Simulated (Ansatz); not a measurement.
**RbBr: do energies and stresses tell the same story?**

Method: DFT PBE, scalar-relativistic, plane waves, PAW in Ansatz 0.2.0.

Plane waves to 420 eV, a k mesh through Γ of 6×6×6 on the computed 2-atom cell and Gaussian smearing (0.02 eV); no spin polarisation.

Relaxed cell: Fm-3m, a = 7.017 Å, b = 7.017 Å, c = 7.017 Å, α = 90.00°, β = 90.00°, γ = 90.00°, 2 atoms in the primitive cell.

Energies at zero smearing and pressures from the stress tensor, at volumes with shape and atoms relaxed:
```tsv
V (Å³/atom)	E − E(first) (meV/atom)	P (GPa)
38.011	0.00	2.085
39.307	-14.08	1.416
40.603	-23.21	0.858
41.899	-28.20	0.392
43.195	-29.76	0.003
44.491	-28.42	-0.323
45.786	-24.67	-0.596
47.514	-16.58	-0.892
```

**Question.** Check P = −dE/dV between neighbouring volumes, and get the bulk modulus from the pressures alone.

**Answer.** With 1 eV/Å³ = 160.2 GPa:
| middle V (Å³/atom) | −ΔE/ΔV (GPa) | mean P (GPa) |
| --- | --- | --- |
| 38.659 | 1.741 | 1.751 |
| 39.955 | 1.129 | 1.137 |
| 41.251 | 0.618 | 0.625 |
| 42.547 | 0.192 | 0.197 |
| 43.843 | -0.165 | -0.160 |
| 45.139 | -0.464 | -0.460 |
| 46.650 | -0.750 | -0.744 |

The two differ by 0.010 GPa at most. The mean of two end pressures misses the average over a step by about ΔV² P″/12, up to 0.010 GPa here; with that taken off 0.000 GPa remains. Around V = 43.195 Å³/atom, the two neighbours give B = −V ΔP/ΔV = 43.195 × 0.716 / 2.592 = 11.9 GPa, against B0 = 11.9 GPa from the Birch–Murnaghan fit of the energies.